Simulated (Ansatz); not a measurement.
Equilibrium properties in the fcc structure, computed with r²SCAN in Ansatz (plane waves, PAW datasets (generated hard set); cutoff 700 eV), no spin polarisation, no spin–orbit coupling, Fermi–Dirac smearing of 0.1 eV, k-spacing 0.18 to 0.19 Å⁻¹:

```
crystal  a₀ (Å)  V₀ (Å³/atom)  B₀ (GPa)
     Mg   4.500         22.78        39
     Al   3.992         15.91        92
     Ca   5.569         43.17      17.9
     Ni   3.467         10.42       227
     Cu   3.577         11.44       161
     Zn   3.853         14.31        87
```

Question: Give the same for Ti, Sc, Co.

Answer: 
```
crystal  a₀ (Å)  V₀ (Å³/atom)  B₀ (GPa)
     Ti   4.114         17.40       111
     Sc   4.652         25.16        53
     Co   3.415          9.95       283
```

Model structures, not the usual forms at ambient conditions (metastable or hypothetical): Mg, Sc, Ti, Co, Zn. The real material (Co, Ni) is magnetic: without spin this is a model state, and volume, stiffness and gap can lie far from those of the magnetic ground state. The k-mesh is modest, so these values aren't fully converged in k. Potentials made with PBE were used with another functional.
